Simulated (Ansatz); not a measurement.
Given:

AlSb (zinc blende)

```xyz
2
Lattice="0.0000 3.0786 3.0786 3.0786 0.0000 3.0786 3.0786 3.0786 0.0000" Properties=species:S:1:pos:R:3 pbc="T T T"
Sb     4.6179     4.6179     4.6179
Al     0.0000     0.0000     0.0000
```

E(V) scan at fixed shape, V₀ the volume above. Symmetry pins the atoms to their sites.

The numbers are results of PBEsol (plane waves to 420 eV, PAW, scalar-relativistic; Ansatz, a program for electronic structure), not measurements. k mesh 13×13×13 (Γ-centred), Fermi-Dirac smearing 0.05 eV. Energies are smeared free energies. Compression counts positive. AlSb was relaxed with its symmetry unable to fall. Spin-orbit coupling is left out, though Sb is heavy. The PAW data are Ansatz's earlier set. ΔE is measured from the relaxed starting cell.

The scan covers V/V₀ from 0.900 to 1.100 in 11 points.

What is the fitted pressure derivative B₀′?

4.4.

What bulk modulus B₀ follows from a third-order Birch-Murnaghan fit?

53.7 GPa.

(Under strain, the slope of the energy per volume gives the stress and its curvature an elastic modulus.)
